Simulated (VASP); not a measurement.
A run of VASP 6.6.1 is set up as follows.

INCAR

```
ALGO = Normal
DIPOL = 0.5 0.5 0.500
EDIFF = 1E-7
ENCUT = 520
GGA = PS
IDIPOL = 3
ISIF = 2
ISMEAR = 0
KPAR = 8
LASPH = T
LCHARG = T
LDIPOL = T
LREAL = F
LVACPOTAV = T
LVHAR = T
LWAVE = F
NELM = 100
PREC = Accurate
SIGMA = 0.05
```

Contents of KPOINTS:

```
k-points
0
Gamma
  4 6 1
```

POSCAR

```
GaP
1.0
    5.4505000000      0.0000000000      0.0000000000
    0.0000000000      3.8540855110      0.0000000000
    0.0000000000      0.0000000000     35.4892992855
Ga P
8 8
Direct
    0.5000000000      0.5000000000      0.3099525835
    0.0000000000      1.0000000000      0.3642518454
    0.5000000000      0.5000000000      0.4185511072
    0.0000000000      1.0000000000      0.4728503691
    0.5000000000      0.5000000000      0.5271496309
    0.0000000000      0.0000000000      0.5814488928
    0.5000000000      0.5000000000      0.6357481546
    0.0000000000      1.0000000000      0.6900474165
    0.7500000000      0.0000000000      0.3099525835
    0.2500000000      0.5000000000      0.3642518454
    0.7500000000      0.0000000000      0.4185511072
    0.2500000000      0.5000000000      0.4728503691
    0.7500000000      1.0000000000      0.5271496309
    0.2500000000      0.5000000000      0.5814488928
    0.7500000000      0.0000000000      0.6357481546
    0.2500000000      0.5000000000      0.6900474165
```

Potentials or basis: VASP PAW PBE potentials, release 64 (Ga_d, P).

Launch:

```sh
$ cat potpaw_PBE.64/Ga_d/POTCAR potpaw_PBE.64/P/POTCAR > POTCAR
$ mpirun -np 8 vasp_std > vasp.out
```

Task: Estimate the ionisation potential of the upper face.

Result: 5.00 eV.

Task: Estimate the band gap on the k mesh.

Result: 0.66 eV, indirect (least direct gap 0.77 eV).

Task: Predict the largest force.

Result: 1.980 eV/Å.

Forces on the atoms (eV/Å):
```
Ga   1.300  0.000  1.494
Ga  -0.315  0.000  0.187
Ga   0.274  0.000  0.123
Ga  -0.029  0.000 -0.012
Ga  -0.029  0.000  0.012
Ga   0.274  0.000 -0.123
Ga  -0.315  0.000 -0.187
Ga   1.300  0.000 -1.494
P   -0.424  0.000 -1.283
P   -0.689  0.000 -0.523
P   -0.043  0.000  0.124
P   -0.074  0.000 -0.096
P   -0.074  0.000  0.096
P   -0.043  0.000 -0.124
P   -0.689  0.000  0.523
P   -0.424  0.000  1.283
```

Caveat: the PAW data sets were made with another functional, which shifts forces and pressure a little.
